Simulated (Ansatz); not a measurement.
## Pressure against volume: In

Space group R-3m:H (No. 166). a = 3.339 Å, b = 3.339 Å, c = 24.622 Å, α = 90.00°, β = 90.00°, γ = 120.00°
```
atom  site  symmetry       x       y       z
  In    3a       -3m  0.0000  0.0000  0.0000
  In    6c        3m  0.0000  0.0000  0.7780
```

The runs use the primitive cell with vectors (1.670, 0.964, 8.207), (-1.670, 0.964, 8.207), (0.000, -1.928, 8.207) Å, to which the k mesh refers.

It takes space group R-3m (No. 166, trigonal). The conventional cell has a = 3.339 Å, b = 3.339 Å, c = 24.622 Å, α = 90.00°, β = 90.00°, γ = 120.00°. Around In (site symmetry -3m) lie 12 In at 3.34 to 3.35 Å. In (site symmetry 3m) has 12 In at 3.34 to 3.35 Å as nearest neighbours.

Structure from Materials Project entry mp-1184502 (possibly hypothetical), not relaxed further.

Spin–orbit coupling is left out, though it moves levels of the heavy atoms by tenths of an eV or more.

All numbers are computed: DFT, PBE, all-electron LAPW, scalar-relativistic (Ansatz 0.2.0); DFT, PBE, PAW with Ansatz's default frozen-core files, scalar-relativistic (Ansatz 0.2.0).

For LAPW: a Γ-centred 14×14×14 k mesh, Fermi–Dirac smearing of 0.05 eV, basis error target 0.5 meV/atom, no spin polarisation. PAW takes a cutoff of 420 eV at this cell. The Ansatz runs share mesh, smearing and spin set-up. Plane-wave (PAW) pressures include the program's estimate of the Pulay term.

The cell above is scaled evenly, with fractional coordinates and shape held.

| V/V(cell) | V (Å³/atom) | P, LAPW (GPa) | P, PAW (GPa) | free energy over the lowest listed, PAW (meV/atom) |
| --- | --- | --- | --- | --- |
| 0.9400 | 24.834 | ? | ? | ? |
| 0.9600 | 25.363 | 3.65 | 3.65 | 23.4 |
| 0.9800 | 25.891 | 2.62 | 2.62 | 13.1 |
| 0.9900 | 26.155 | 2.15 | 2.15 | 9.1 |
| 1.0000 | 26.419 | 1.71 | 1.71 | 6.0 |
| 1.0100 | 26.684 | 1.29 | 1.29 | 3.5 |
| 1.0200 | 26.948 | 0.89 | 0.89 | 1.7 |
| 1.0400 | 27.476 | 0.17 | 0.16 | 0.0 |
| 1.0600 | 28.005 | -0.48 | -0.48 | 0.5 |

Fill in the row V/V(cell) = 0.9400.

P, LAPW (GPa) = 4.81, P, PAW (GPa) = 4.81, free energy over the lowest listed, PAW (meV/atom) = 37.3.

What do Birch–Murnaghan fits to the pressures give?

LAPW: V0 = 27.61 Å³/atom, B0 = 35 GPa, B0′ = 5.1; PAW: V0 = 27.61 Å³/atom, B0 = 35 GPa, B0′ = 5.1.

PAW's V0 lies -0.01 % from the all-electron value and its B0 0.1 %. With shape and internal coordinates held, B0 is an upper bound to the relaxed modulus.
